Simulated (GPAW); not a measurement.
Records of electronic-structure calculations.

**MoS2 (2H monolayer): G0W0 with GPAW, start to end**

The cell holds 3 atoms: 1 Mo and 2 S. Its edges and angles: a = 3.183 Å, b = 3.183 Å, c = 14.400 Å, α = 90.0°, β = 90.0°, γ = 120.0°. Vacuum lies along c.

```
method               : DFT, PBE, plane waves, PAW (and 1 further level or step)
program              : GPAW 26.7.0
settings             : cutoff 450 eV, GPAW PAW setups 1.2.1 data release, 12×12×1 k-mesh, nbands 296
cost                 : 4 runs, 2.9 min in all on 16 MPI ranks of Arm Neoverse V2, shared host
notes                : The structure was relaxed with PBE. Limits: no spin-orbit coupling.
PBE gap              : 1.65 eV, indirect (only 11 meV under the direct gap)
G0W0 gap on the mesh : 2.59 eV
GW settings          : 12×12×1 mesh, 133 bands, screening to 60 eV, full frequency, Hilbert transform
known limits         : short of the basis limit; no spin-orbit coupling
```

G0W0 moves the gap on the mesh from 1.65 eV to 2.59 eV (+0.94 eV), with Z of 0.73 and 0.73 at the edges. The dearest step here is «screening and self-energy».

[Long decimals in the printed logs are rounded to 6 places.]

[Logs are printed without paths, hosts, clocks, repeated set-up lines and the standing remarks that a program may print on its own settings, such as how far it seeks lower states.]

[Paths, hosts, dates, memory and timing lines, banners, echoed tables and standing remarks are left out of the program output; an Ansatz launch command may be rebuilt from the run's recorded settings. Measured values are a selection of at most five: reports struck by readers or far from the other reports are left out. None is set beside runs whose start may be inverted or whose files or cutoffs have a known fault.]

[Runs of the session that timed out or met a known fault of the program may be left out.]

[Hosts, paths, dates, database ids (printed as entryN), source tags and the programs' standing remarks are cut or masked in the printed files.]

[Where the starting crystal was built by hand or by swapping elements, it need not be the compound's stable phase.]
